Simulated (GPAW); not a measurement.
Ti:

```xyz
1
Lattice="-1.6410 1.6410 1.6410 1.6410 -1.6410 1.6410 1.6410 1.6410 -1.6410" Properties=species:S:1:pos:R:3 pbc="T T T"
Ti    0.0000    0.0000    0.0000
```

This isn't the form of Ti at room conditions, which is hcp.

| Property | Result |
| --- | --- |
| Program | GPAW 26.7.0 |
| Task | relaxation of cell and atoms |
| Functional | revPBE |
| Dispersion | D3(BJ) |
| Potentials or basis | the program's PAW data sets (release 1.2.1) made for this functional |
| Cutoff | 600 eV |
| Basis | pw |
| k mesh | 11 × 11 × 11 |
| Occupations | fermi-dirac, width 0.05 eV |
| Spin | no spin polarisation |

At the start: pressure -11.2 GPa; volume 17.68 Å³/atom.

Problem. Where does the relaxation end?

Solution. Over 13 steps the energy falls by 63.9 meV/atom and the volume is 15.83 Å³/atom (-10.4 %); space group Im-3m (No. 229, to 0.05 Å).

Step by step:
```
step  energy change (eV)  largest force (eV/Å)  pressure (GPa)  volume (Å³)
   1              0.0000                0.0000          -11.21        17.68
   2             -0.0358                0.0000           -8.08        17.03
   3             -0.0635                0.0000           -1.66        15.99
   4             -0.0420                0.0000            7.03        14.95
   5             -0.0455                0.0000            6.33        15.02
   6             -0.0512                0.0000            5.04        15.16
   7             -0.0575                0.0000            3.31        15.36
   8             -0.0621                0.0000            1.35        15.60
   9             -0.0639                0.0000           -0.62        15.85
  10             -0.0639                0.0000           -0.61        15.85
  11             -0.0639                0.0000           -0.58        15.85
  12             -0.0639                0.0000           -0.54        15.84
  13             -0.0639                0.0000           -0.49        15.83
```

Final structure:
```
Ti
1.0
    -1.58191    1.58191    1.58191
     1.58191   -1.58191    1.58191
     1.58191    1.58191   -1.58191
Ti
1
Direct
  0.00000 0.00000 0.00000
```

Caveat: later steps reuse the first step's grids; the volume moved by -10 % from the deposited cell, more than functionals usually miss; pairwise dispersion overbinds metals, which lowers pressure and volume.
